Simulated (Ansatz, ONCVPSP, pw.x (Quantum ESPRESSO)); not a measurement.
## Zr (Z = 40) (bcc): variants of one ONCV potential in the solid

* Element: zirconium (Zr)
* Generator: ONCVPSP 4.0.1.1 (patched build)
* Type: optimised norm-conserving Vanderbilt (ONCV)
* Functional: PBE
* Relativity: scalar-relativistic
* Frozen core: [Ar] 3d10
* Valence charge: 12
* Reference configuration: 4s2 4p6 4d2 5s2
* Partial waves: 4s+5s: rc 2.05 bohr, ncon 4, nbas 9, qcut 4.4 1/bohr, 3 projectors, debl 2 Ha; 4p: rc 1.45 bohr, ncon 3, nbas 6, qcut 6.2 1/bohr, 2 projectors, debl 4 Ha; 4d: rc 3.05 bohr, ncon 4, nbas 9, qcut 4.5 1/bohr, 2 projectors, debl 0.9 Ha; f scattering state at 0.15 Ha: rc 2.90 bohr, ncon 3, nbas 6, qcut 4.4 1/bohr, 1 projector
* Local potential: polynomial inside 1.35 bohr (lpopt 3, dvloc0 0 Ha)
* Core correction: Teter function, fcfact 2.75, rcfact 1.3

Crystal test: bcc Zr in pw.x 7.5, no spin, 13³ k-points, Fermi–Dirac smearing 0.01 Ry, cutoffs set for each file from its atomic test. The reference is all-electron LAPW (Ansatz 0.2.0) with the same functional, mesh and smearing; V0 and B0 come from Birch–Murnaghan fits to the pressures at five volumes. Errors are pseudo minus all-electron; Δ is the rms difference of the E(V) curves that follow from these fits, minima aligned, over ±6 % about the mean V0. Mesh and smearing are coarse, so the numbers serve the comparison and aren't converged zero-temperature values; the lattice is a test structure that the element need not adopt.

All-electron: a0 = 3.582 Å (V0 = 22.98 Å³/atom), B0 = 86.4 GPa.

Base: Atomic configuration tests: 1 of 4 tests not solved or not reliable.

1 further variants are left out: they gave no file fit for a test, a broken result, the same result as the base, or pressures whose basis-set error rivals the error shown.

```tsv
change	cutoffs (Ry)	pw.x	a0 (Å)	a0 error (%)	B0 error (%)	Δ (meV/atom)	mean pressure error (GPa)
base	120/480	converged	3.573	-0.26	-3.0	3.4	-0.64
d: nbas 7	120/480	converged	3.574	-0.22	-2.6	2.9	-0.55
f: qcut 6.7	120/480	converged	3.573	-0.26	-3.0	3.4	-0.64
core correction Teter function, fcfact 2.75, rcfact 1.44	120/480	converged	3.573	-0.26	-3.0	3.4	-0.64
d: nproj 1	120/480	converged	3.589	+0.19	-2.7	2.4	+0.48
```
